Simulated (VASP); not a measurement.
# RbBr (Fm-3m) in VASP: notebook, part 2 of 2

VASP 6.6.1. The steps go on from the part before.

### 5 Relaxation of cell and atoms, LDA

INCAR reads:

```
SYSTEM = RbBr
ALGO     = Fast           ! electronic algorithm
EDIFF    = 1E-7           ! SCF threshold, eV
EDIFFG   = -0.01          ! ionic threshold
ENCUT    = 600            ! plane-wave cutoff, eV
GGA      = CA             ! functional
IBRION   = 2              ! ionic algorithm
ISIF     = 3              ! what is computed and relaxed
ISMEAR   = -1             ! smearing method
LASPH    = .TRUE.         ! aspherical terms in the spheres
LCHARG   = .FALSE.        ! write CHGCAR
LREAL    = .FALSE.        ! projectors in reciprocal space
LWAVE    = .FALSE.        ! write WAVECAR
NELM     = 100            ! most SCF steps
NSW      = 40             ! ionic steps
PREC     = Accurate       ! precision mode
SIGMA    = 0.05           ! smearing width, eV
```

KPOINTS reads:

```
k-points
0
G
  7 7 7
  0 0 0
```

POSCAR reads:

```
RbBr
1.0
    0.0000000000      3.4270000000      3.4270000000
    3.4270000000      0.0000000000      3.4270000000
    3.4270000000      3.4270000000      0.0000000000
Rb Br
1 1
Direct
    0.0000000000      0.0000000000      0.0000000000
    0.5000000000      0.5000000000      0.5000000000
```

Potentials or basis: VASP PAW LDA potentials, release 64 (Rb_sv, Br).

Launch:

```console
> cat potpaw_LDA.64/Rb_sv/POTCAR potpaw_LDA.64/Br/POTCAR > POTCAR
> mpirun -np 1 vasp_std > vasp.out
```

OUTCAR:

```text
SYSTEM = RbBr
   EDIFF = 1E-7
   EDIFFG = -0.01
   ENCUT = 600
   GGA = CA
   IBRION = 2
   ISIF = 3
   ISMEAR = -1
   LASPH = .TRUE.
   LREAL = .FALSE.
   NELM = 100
   NSW = 40
   PREC = Accurate

 ion  position               nearest neighbor table
   1  0.000  0.000  0.000-   2 3.43   2 3.43   2 3.43   2 3.43   2 3.43   2 3.43
   2  0.500  0.500  0.500-   1 3.43   1 3.43   1 3.43   1 3.43   1 3.43   1 3.43

  LATTYP: Found a face centered cubic cell.
 ALAT       =     6.8540000000

  Lattice vectors:

 A1 = (   0.0000000000,   3.4270000000,   3.4270000000)
 A2 = (   3.4270000000,   0.0000000000,   3.4270000000)
 A3 = (   3.4270000000,   3.4270000000,   0.0000000000)

Analysis of symmetry for initial positions (statically):
=====================================================================
 Subroutine PRICEL returns:
 Original cell was already a primitive cell.

 Routine SETGRP: Setting up the symmetry group for a
 face centered cubic supercell.

 Subroutine GETGRP returns: Found 48 space group operations
 (whereof 48 operations were pure point group operations)
 out of a pool of 48 trial point group operations.

The static configuration has the point symmetry O_h .

Analysis of symmetry for dynamics (positions and initial velocities):
=====================================================================
 Subroutine PRICEL returns:
 Original cell was already a primitive cell.

 Routine SETGRP: Setting up the symmetry group for a
 face centered cubic supercell.

 Subroutine GETGRP returns: Found 48 space group operations
 (whereof 48 operations were pure point group operations)
 out of a pool of 48 trial point group operations.

The dynamic configuration has the point symmetry O_h .

 Subroutine INISYM returns: Found 48 space group operations
 (whereof 48 operations are pure point group operations),
 and found     1 'primitive' translations

----------------------------------------------------------------------------------------

                                     Primitive cell

  volume of cell :      80.4956

  direct lattice vectors                    reciprocal lattice vectors
     0.000000000  3.427000000  3.427000000    -0.145900204  0.145900204  0.145900204
     3.427000000  0.000000000  3.427000000     0.145900204 -0.145900204  0.145900204
     3.427000000  3.427000000  0.000000000     0.145900204  0.145900204 -0.145900204

  length of vectors
     4.846509878  4.846509878  4.846509878     0.252706567  0.252706567  0.252706567

  position of ions in fractional coordinates (direct lattice)
     0.000000000  0.000000000  0.000000000
     0.500000000  0.500000000  0.500000000

  ion indices of the primitive-cell ions
   primitive index   ion index
                 1           1
                 2           2

----------------------------------------------------------------------------------------

 KPOINTS: k-points

Automatic generation of k-mesh.
 Grid dimensions read from file:
 generate k-points for:    7    7    7

 Generating k-lattice:

  Cartesian coordinates                     Fractional coordinates (reciprocal lattice)
    -0.020842886  0.020842886  0.020842886     0.142857143  0.000000000  0.000000000
     0.020842886 -0.020842886  0.020842886     0.000000000  0.142857143  0.000000000
     0.020842886  0.020842886 -0.020842886     0.000000000  0.000000000  0.142857143

  Length of vectors
     0.036100938  0.036100938  0.036100938

  Shift w.r.t. Gamma in fractional coordinates (k-lattice)
     0.000000000  0.000000000  0.000000000

 Subroutine IBZKPT returns following result:
 ===========================================

 Found     20 irreducible k-points:

 Following reciprocal coordinates:
            Coordinates               Weight
  0.000000  0.000000  0.000000      1.000000
  0.142857  0.000000  0.000000      8.000000
  0.285714  0.000000  0.000000      8.000000
  0.428571  0.000000  0.000000      8.000000
  0.142857  0.142857  0.000000      6.000000
  0.285714  0.142857  0.000000     24.000000
[... 12 lines left out ...]
 -0.428571  0.428571  0.142857     24.000000
 -0.285714  0.428571  0.142857     24.000000
   k-points           NKPTS =     20   k-points in BZ     NKDIM =     20   number of bands    NBANDS=     12
   number of dos      NEDOS =    301   number of ions     NIONS =      2
   total plane-waves  NPLWV =  64000
   dimension x,y,z NGX =    40 NGY =   40 NGZ =   40
   dimension x,y,z NGXF=    80 NGYF=   80 NGZF=   80
   ions per type =               1   1
   NGX,Y,Z   is equivalent  to a cutoff of  13.72, 13.72, 13.72 a.u.
   NGXF,Y,Z  is equivalent  to a cutoff of  27.44, 27.44, 27.44 a.u.
 SYSTEM =  RbBr
   PREC   = accura    normal or accurate (medium, high low for compatibility)
   ISTART =      0    job   : 0-new  1-cont  2-samecut
   ICHARG =      2    charge: 1-file 2-atom 10-const
   ISPIN  =      1    spin polarized calculation?
   LNONCOLLINEAR =      F non collinear calculations
   LSORBIT =      F    spin-orbit coupling
   LASPH  =      T    aspherical Exc in radial PAW
   ENCUT  =  600.0 eV  44.10 Ry    6.64 a.u.   9.68  9.68  9.68*2*pi/ulx,y,z
   NELM   =    100;   NELMIN=  2; NELMDL= -5     # of ELM steps
   EDIFF  = 0.1E-06   stopping-criterion for ELM
   LREAL  =      F    real-space projection
   EDIFFG = -.1E-01   stopping-criterion for IOM
   NSW    =     40    number of steps for IOM
   IBRION =      2    ionic relax: 0-MD 1-quasi-New 2-CG
   NFREE  =      1    steps in history (QN), initial steepest desc. (CG)
   ISIF   =      3    stress and relaxation
   ISYM   =      2    0-nonsym 1-usesym 2-fastsym
   POTIM  = 0.5000    time-step for ionic-motion
   TEBEG  =    0.0;   TEEND  =   0.0 temperature during run
   PSTRESS=    0.0 pullay stress
   NELECT =      16.0000    total number of electrons
   NUPDOWN=      -1.0000    fix difference up-down
   EMIN   =  10.00;   EMAX   =-10.00  energy-range for DOS
   EFERMI =   0.00;   METHOD = LEGACY
   ISMEAR =    -1;   SIGMA  =   0.05  broadening in eV -4-tet -1-fermi 0-gaus
   EFERMI_NEDOS =   21; number of points for ismear=-14 and -15
   IALGO  =     68    algorithm
   IMIX   =      4    mixing-type and parameters
     AMIX     =   0.40;   BMIX     =  1.00
     AMIX_MAG =   1.60;   BMIX_MAG =  1.00
  volume/ion in A,a.u.               =      40.25       271.61
  Fermi-wavevector in a.u.,A,eV,Ry     =   0.955412  1.805467 12.419564  0.912812
  Thomas-Fermi vector in A             =   2.084247
   LORBIT       =      0    0 simple, 1 ext, 2 COOP (PROOUT), +10 PAW based schemes
   GGA     = CA    functional components
   LHFCALC =     F    Hartree Fock is set to
   AEXX    =    0.0000 exact exchange contribution
   IVDW    =     0    specifies the selected vdW correction
   LEPSILON=     F    determine dielectric tensor
   LRPA    =     F    only Hartree local field effects (RPA)
 conjugate gradient relaxation of ions
 non-spin polarized calculation
 RMM-DIIS sequential band-by-band and
  energy-cutoff  :      600.00
  volume of cell :       80.50
 maximum number of plane-waves:      2733
   NGX = 19   NGY = 19   NGZ = 19

--------------------------------------- Ionic step        1  -------------------------------------------

 number of electron      16.0000001 magnetization

 Free energy of the ion-electron system (eV)
  ---------------------------------------------------
  ext. energy  EPLUGINS =         0.00000000
  ---------------------------------------------------
  free energy    TOTEN  =        -6.69436616 eV

  energy without entropy =       -6.69436616  energy(sigma->0) =       -6.69436616

------------------------ aborting loop because EDIFF is reached ----------------------------------------

  FORCE on cell =-STRESS in cart. coord.  units (eV):
  Direction    XX          YY          ZZ          XY          YZ          ZX
  --------------------------------------------------------------------------------------
  -------------------------------------------------------------------------------------
  Total       -0.5969407     -0.5969407     -0.5969407     -0.0000000     -0.0000000      0.0000000
  in kB      -11.8814506    -11.8814506    -11.8814506     -0.0000000     -0.0000000      0.0000000
  external PRESSURE =     -11.8814506 kB  Pullay stress =       0.0000000 kB
[... 57 lines left out ...]
  energy  without entropy=       -6.7137945814  energy(sigma->0) =       -6.71379458

--------------------------------------- Ionic step        3  -------------------------------------------

 number of electron      15.9999999 magnetization

 Free energy of the ion-electron system (eV)
  ---------------------------------------------------
  ext. energy  EPLUGINS =         0.00000000
  ---------------------------------------------------
  free energy    TOTEN  =        -6.71903545 eV

  energy without entropy =       -6.71903545  energy(sigma->0) =       -6.71903545

 E-fermi :  -0.5013     XC(G=0):  -8.0457

 val. band max:       -1.6368642311   @ k =   0.0000   0.0000   0.0000
 cond. band min:       2.5160996251   @ k =   0.0000   0.0000   0.0000
 fundamental gap:      4.1529638562
 Fermi energy:        -0.5013455866

 k-point     1 :       0.0000    0.0000    0.0000
  band No.  band energies     occupation
      1     -25.7627      2.00000
      2     -13.9313      2.00000
      3      -9.9133      2.00000
      4      -9.9133      2.00000
      5      -9.9133      2.00000
      6      -1.6369      2.00000
      7      -1.6369      2.00000
      8      -1.6369      2.00000
      9       2.5161      0.00000
     10       5.3953      0.00000
     11       5.3953      0.00000
     12       5.3953      0.00000
[... 312 lines left out ...]
  FREE ENERGIE OF THE ION-ELECTRON SYSTEM (eV)
  ---------------------------------------------------
  free  energy   TOTEN  =        -6.7190354500 eV

  energy  without entropy=       -6.7190354500  energy(sigma->0) =       -6.71903545

 reached required accuracy - stopping structural energy minimisation
```

Wall time 59 s (1 thread of Intel Xeon 6975P-C (Granite Rapids), shared host); peak memory 0.22 GiB.

Results:

```yaml
Free_energy: -6.7190 eV
Relaxed_volume: 37.27 Å³/atom
Relaxed_cell: a = 4.724 Å, b = 4.724 Å, c = 4.724 Å, α = 60.00°, β = 60.00°, γ = 60.00°
Space_group_after_relaxing_to_0.05_Å: Fm-3m (No. 225)
Energy_gained_by_relaxing: 12.3 meV/atom
Ionic_steps: 3
Pressure_after_relaxing: 0.0 GPa
Band_gap_on_the_k_mesh: 4.15 eV, direct
```

The path:
| step | energy change (eV) | largest force (eV/Å) | pressure (GPa) | volume (Å³) |
| --- | --- | --- | --- | --- |
| 1 | 0.0000 | 0.0000 | -1.19 | 80.50 |
| 2 | -0.0194 | 0.0000 | -0.60 | 77.07 |
| 3 | -0.0247 | 0.0000 | -0.04 | 74.53 |

Final structure:
```xyz
2
Lattice="0.0000 3.3402 3.3402 3.3402 0.0000 3.3402 3.3402 3.3402 0.0000" Properties=species:S:1:pos:R:3 pbc="T T T"
Rb    0.0000    0.0000    0.0000
Br    3.3402    3.3402    3.3402
```

### 6 Relaxation of cell and atoms, PBEsol

INCAR reads:

```
SYSTEM = RbBr
PREC     = Accurate       ! precision mode
ENCUT    = 600            ! plane-wave cutoff, eV
EDIFF    = 1E-6           ! SCF threshold, eV
ISMEAR   = -1             ! smearing method
SIGMA    = 0.05           ! smearing width, eV
LREAL    = .False.        ! projectors in reciprocal space
LASPH    = .True.         ! aspherical terms in the spheres
NELM     = 100            ! most SCF steps
ALGO     = Normal         ! electronic algorithm
ISIF     = 3              ! what is computed and relaxed
LWAVE    = .False.        ! write WAVECAR
LCHARG   = .False.        ! write CHGCAR
GGA      = PS             ! functional
IBRION   = 2              ! ionic algorithm
NSW      = 40             ! ionic steps
EDIFFG   = -0.01          ! ionic threshold
```

KPOINTS reads:

```
Automatic mesh
0
Gamma
  7 7 7
  0 0 0
```

POSCAR is that of step 5.

Potentials or basis: VASP PAW PBE potentials, release 64 (Rb_sv, Br).

Launch:

```console
> cat potpaw_PBE.64/Rb_sv/POTCAR potpaw_PBE.64/Br/POTCAR > POTCAR
> mpirun -np 1 vasp_std > vasp.out
```

It took 13 s on 1 thread of Intel Xeon 6975P-C (Granite Rapids), shared host; peak memory 0.24 GiB.

The run converged. Its results:

* Free energy: -6.3554 eV
* Pressure after relaxing: 0.0 GPa
* Band gap on the k mesh: 4.21 eV, direct

Final structure:
```yaml
crystal:
  lattice:
    - [0.00000, 3.42700, 3.42700]
    - [3.42700, 0.00000, 3.42700]
    - [3.42700, 3.42700, 0.00000]
  atoms:
    - { symbol: Rb, position: [0.00000, 0.00000, 0.00000] }
    - { symbol: Br, position: [0.50000, 0.50000, 0.50000] }
```

Levels at points of the mesh, in eV from the valence-band top:
| k point | band 4 | band 5 | band 6 | band 7 | band 8 | band 9 | band 10 | band 11 | band 12 |
| --- | --- | --- | --- | --- | --- | --- | --- | --- | --- |
| (0.00, 0.00, 0.00) | -8.44 | -8.44 | 0.00 | 0.00 | 0.00 | 4.21 | 7.20 | 7.20 | 7.20 |

Caveat: the relaxation stopped at its first step, so nothing moved; the PAW data sets were made with another functional, which shifts forces and pressure a little; an odd mesh through Γ misses points on the zone boundary, where band edges often lie.

### 7 The reference run

An earlier run on the cell as given: functional PBE; potentials or basis VASP PAW PBE potentials, release 64 (Rb_sv, Br); cutoff 520 eV; k mesh 7 × 7 × 7; occupations fermi-dirac, width 0.05 eV; no spin polarisation.

* Pressure: 1.0 GPa
* Band gap on the k mesh: 4.36 eV, direct

### 8 The runs side by side

| task | level | potentials or basis | cell | k mesh | cutoff (eV) | smearing | grid for exact exchange (PRECFOCK) | exchange at q = 0 | gap on the mesh (eV) | pressure (GPa) | relaxed volume (Å³/atom) |
| --- | --- | --- | --- | --- | --- | --- | --- | --- | --- | --- | --- |
| single point | PBEsol0 | VASP PAW PBE potentials, release 64 (Rb_sv, Br) | volume scaled by 0.92 | 4 × 4 × 4 | 520 | gaussian 0.01 eV | Fast | default | 6.34 | 1.4 | - |
| single point | PBE | VASP PAW PBE potentials, release 64 (Rb_sv, Br) | as given | 7 × 7 × 7 | 520 | gaussian 0.011 eV | - | - | 4.36 | 1.0 | - |
| relaxation of cell and atoms | PBE | VASP PAW PBE potentials, release 64 (Rb_sv, Br) | relaxed | 7 × 7 × 7 | 600 | fermi-dirac 0.05 eV | - | - | 4.18 | 0.0 | 43.40 |
| relaxation of cell and atoms | LDA | VASP PAW LDA potentials, release 64 (Rb_sv, Br) | relaxed | 7 × 7 × 7 | 600 | fermi-dirac 0.05 eV | - | - | 4.15 | 0.0 | 37.27 |
| relaxation of cell and atoms | PBEsol | VASP PAW PBE potentials, release 64 (Rb_sv, Br) | relaxed | 7 × 7 × 7 | 600 | fermi-dirac 0.05 eV | - | - | 4.21 | 0.0 | - |
| single point | PBE | VASP PAW PBE potentials, release 64 (Rb_sv, Br) | as given | 7 × 7 × 7 | 520 | fermi-dirac 0.05 eV | - | - | 4.36 | 1.0 | - |

Alike in all rows: no spin polarisation.

Caveats: an odd mesh through Γ misses points on the zone boundary, where band edges often lie (some runs); the PAW data sets were made with another functional, which shifts forces and pressure a little (some runs); the relaxation stopped at its first step, so nothing moved (some runs).

Absolute energies hang on the potentials; compare differences alone.
